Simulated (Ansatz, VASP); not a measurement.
## One calculation of Mo, two programs

File POSCAR:

```
Mo
1.0
   -1.6181300000      1.6181300000      1.6181300000
    1.6181300000     -1.6181300000      1.6181300000
    1.6181300000      1.6181300000     -1.6181300000
Mo
1
Direct
    0.0000000000      0.0000000000      0.0000000000
```

The input INCAR.step1:

```
PREC = Accurate
ENCUT = 520
ISMEAR = 0
SIGMA = 0.15
LREAL = False
LASPH = True
NELM = 80
NBANDS = 13
GGA = PE
ALGO = Normal
EDIFF = 1E-4
LWAVE = True
LCHARG = False
```

The input INCAR.step2:

```
PREC = Accurate
ENCUT = 520
EDIFF = 1E-6
ISMEAR = 0
SIGMA = 0.15
LREAL = False
LASPH = True
NELM = 80
ALGO = Normal
ISIF = 2
LWAVE = False
LCHARG = False
METAGGA = R2SCAN
LMIXTAU = True
NBANDS = 13
ISTART = 1
```

File KPOINTS:

```
regular mesh
0
Gamma
  22 22 22
```

Input for Ansatz:

```yaml
crystal:
  lattice:
    - [-1.61813, 1.61813, 1.61813]
    - [1.61813, -1.61813, 1.61813]
    - [1.61813, 1.61813, -1.61813]
  atoms:
    - { symbol: Mo, position: [0.0, 0.0, 0.0] }
basis:
  ecutwfc: 500
kpoints:
  mp_grid: { grid: [22, 22, 22] }
hamiltonian:
  xc: r2scan
scf:
  occupations: { method: gaussian, width: 0.15 }
output:
  forces: true
  stress: true
  eigenvalues: true
```

Change from the starting cell: strain +0.030 along x and y, +0.030 along z, atoms carried along.

Alike in both runs: task single point; functional r2SCAN; k mesh 22 × 22 × 22; occupations gaussian, width 0.15 eV; no spin polarisation.

|  | VASP | Ansatz |
| --- | --- | --- |
| version | VASP 6.6.1 | Ansatz 0.2.0 |
| potentials or method | VASP PAW PBE potentials, release 64 (Mo_sv) | scalar-relativistic, plane waves, PAW |
| plane-wave cutoff (eV) | 520 | 500 |
| valence electrons in the cell | 14 | 14 |

Ansatz gave:

```
gap on the k mesh at the Fermi level (eV) : none
pressure (GPa)                            : -18.4
```

Task: Estimate VASP's values.

Result: gap on the k mesh at the Fermi level (eV): none; pressure (GPa): -17.6.

A gap of «none» marks a metal or a gap that the smearing closes.

Caveats: so large a pressure means that the cell lies far from this level's equilibrium, or that cutoff or potentials fall short (VASP); the potentials were made for another functional, which shifts forces and pressure (VASP).
